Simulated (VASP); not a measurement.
Set up this calculation in VASP 6.6.1, as the native input.

```
Task                   : relaxation of cell and atoms
Functional             : PBE
Potentials or basis    : VASP PAW PBE potentials, release 64 (Ti_sv)
Cutoff                 : 600 eV
k mesh                 : 12 × 12 × 12
Occupations            : gaussian, width 0.1 eV
Spin                   : no spin polarisation
Dipole correction      : no
Further INCAR settings : ALGO = Fast; EDIFF = 1e-06; IBRION = 2; EDIFFG = -0.01; NSW = 100; ISIF = 3
```

The structure of Ti lies in POSCAR:

```
Ti
1.0
    3.9080827642      0.0000000000      0.0000000000
    0.0000000000      3.9080827642      0.0000000000
    0.0000000000      0.0000000000      3.9080827642
Ti
3
Direct
    0.5000000000      0.0000000000      0.0000000000
    0.0000000000      0.5000000000      0.0000000000
    0.0000000000      0.0000000000      0.5000000000
```

The cell was built by a generator and needn't be a form met in nature.

The cell isn't the ideal one: random cell by space group and Wyckoff sites (Pm-3m, No. 221).

These files were run (other wordings do the same):

INCAR

```
SYSTEM = Ti
ALGO     = Fast           ! electronic algorithm
EDIFF    = 1E-6           ! SCF threshold, eV
EDIFFG   = -0.01          ! ionic threshold
ENCUT    = 600            ! plane-wave cutoff, eV
GGA      = PE             ! functional
IBRION   = 2              ! ionic algorithm
ISIF     = 3              ! what is computed and relaxed
ISMEAR   = 0              ! smearing method
LASPH    = .True.         ! aspherical terms in the spheres
LCHARG   = .False.        ! write CHGCAR
LREAL    = .False.        ! projectors in reciprocal space
LWAVE    = .False.        ! write WAVECAR
NELM     = 60             ! most SCF steps
NSW      = 100            ! ionic steps
PREC     = Accurate       ! precision mode
SIGMA    = 0.1            ! smearing width, eV
```

KPOINTS

```
k-points
0
Gamma
  12 12 12
  0 0 0
```

Potentials or basis: VASP PAW PBE potentials, release 64 (Ti_sv).

The run is started by

```bash
$ cat potpaw_PBE.64/Ti_sv/POTCAR > POTCAR
$ mpirun -np 1 vasp_std > vasp.out
```

Results of the run:

```
Relaxed volume                         : 19.83 Å³/atom
Relaxed cell                           : a = 3.903 Å, b = 3.903 Å, c = 3.903 Å, α = 90.00°, β = 90.00°, γ = 90.00°
Space group after relaxing (to 0.05 Å) : Pm-3m (No. 221)
Energy gained by relaxing              : 0.0 meV/atom
Ionic steps                            : 8
Pressure after relaxing                : 0.1 GPa
Band gap on the k mesh                 : none (metal or under the smearing width)
```

It took 35 min on 1 thread of AMD EPYC 7R43 64-Core Processor (Zen 3), on a shared host, peak memory 0.21 GiB.
